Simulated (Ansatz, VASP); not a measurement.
## Two plane-wave programs on Si2W

```
Si W
1.0
    -1.60171    1.60171    3.90673
     1.60171   -1.60171    3.90673
     1.60171    1.60171   -3.90673
Si W
2 1
Direct
  0.33466 0.33466 0.00000
  0.66534 0.66534 0.00000
  0.00000 0.00000 0.00000
```

Alike in both runs: functional PBEsol; k mesh 10 × 10 × 10; occupations gaussian, width 0.05 eV; no spin polarisation.

Ansatz relaxed the structure, and its values are those at the end. VASP's run is a single point on that final structure, the one shown.

```csv
,VASP,Ansatz
version,VASP 6.6.1,Ansatz 0.2.0
potentials or method,"VASP PAW PBE potentials, release 64 (Si, W_sv)","scalar-relativistic, plane waves, PAW"
plane-wave cutoff (eV),520,420
valence electrons in the cell,22,22
```

```csv
,VASP,Ansatz,Ansatz less VASP
gap on the k mesh at the Fermi level (eV),none,none,-
pressure (GPa),0.3,0.0,-0.32
```

A gap of «none» marks a metal or a gap that the smearing closes.

Caveats: the PAW data sets were made with another functional, which shifts forces and pressure a little (VASP). Spin-orbit coupling is left out, which matters for the levels of W.
